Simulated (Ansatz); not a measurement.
Here is an Ansatz 0.2.0 calculation.

Contents of input.yaml:

```yaml
crystal:
  lattice:
    - [-5.37331, 5.37331, 1.616233]
    - [5.37331, -5.37331, 1.616233]
    - [5.37331, 5.37331, -1.616233]
  atoms:
    - { symbol: Sn, position: [0.3510765, 0.8310675, 0.182144] }
    - { symbol: Sn, position: [0.8310675, 0.6489235, 0.479991] }
    - { symbol: Sn, position: [0.1689325, 0.3510765, 0.520009] }
    - { symbol: Sn, position: [0.6489235, 0.1689325, 0.817856] }
    - { symbol: O, position: [0.2056015, 0.1549285, 0.36053] }
    - { symbol: O, position: [0.8450715, 0.2056015, 0.050673] }
    - { symbol: O, position: [0.7943985, 0.8450715, 0.63947] }
    - { symbol: O, position: [0.1549285, 0.7943985, 0.949327] }
    - { symbol: O, position: [0.1610445, 0.5429605, 0.704005] }
    - { symbol: O, position: [0.5429605, 0.8389555, 0.381916] }
    - { symbol: O, position: [0.4570395, 0.1610445, 0.618084] }
    - { symbol: O, position: [0.8389555, 0.4570395, 0.295995] }
hamiltonian:
  xc: pbe
  pseudopotentials: { kind: paw }
  dispersion: d4
kpoints:
  mp_grid: { grid: [9, 9, 9] }
scf:
  occupations: { method: fermi_dirac, width: 0.05 }
output:
  forces: true
  stress: true
  eigenvalues: true
relax:
  f_tol: 0.01
  max_steps: 40
  cell: { stress_tol: 0.05 }
```

Potentials or basis: Ansatz PAW.

Launch:

```sh
$ ansatz run input.yaml --threads 4 --pin off --max-ram 11264MiB --backend cpu --events-out ev --progress --plain --runs-dir out
```

What does it give for the band gap on the k mesh?

1.88 eV, indirect (least direct gap 2.03 eV).

Predict the space group after relaxing (to 0.05 Å).

I4/m (No. 87).

Predict the relaxed cell.

a = 7.742 Å, b = 7.742 Å, c = 7.742 Å, α = 92.47°, β = 92.47°, γ = 156.03°.

The path:
```tsv
step	energy change (eV)	largest force (eV/Å)	volume (Å³)
1	0.0000	0.2712	186.66
2	-0.0324	0.2116	185.37
3	-0.0429	0.0589	184.22
4	-0.0429	0.0263	184.43
5	-0.0421	0.0152	184.63
6	-0.0423	0.0034	184.60
7	-0.0339	0.0033	184.60
8	-0.0345	0.0008	184.48
9	-0.0340	0.0008	184.48
```

Caveat: odd divisions of the mesh miss points on the zone boundary, where band edges often lie, so the gap on the mesh can be too wide; the plane-wave basis is chosen anew once the cell has moved, so the energies of steps on either side of that aren't comparable; spin-orbit coupling is left out, which moves the levels of the heavy elements. A k mesh can miss the band edges.
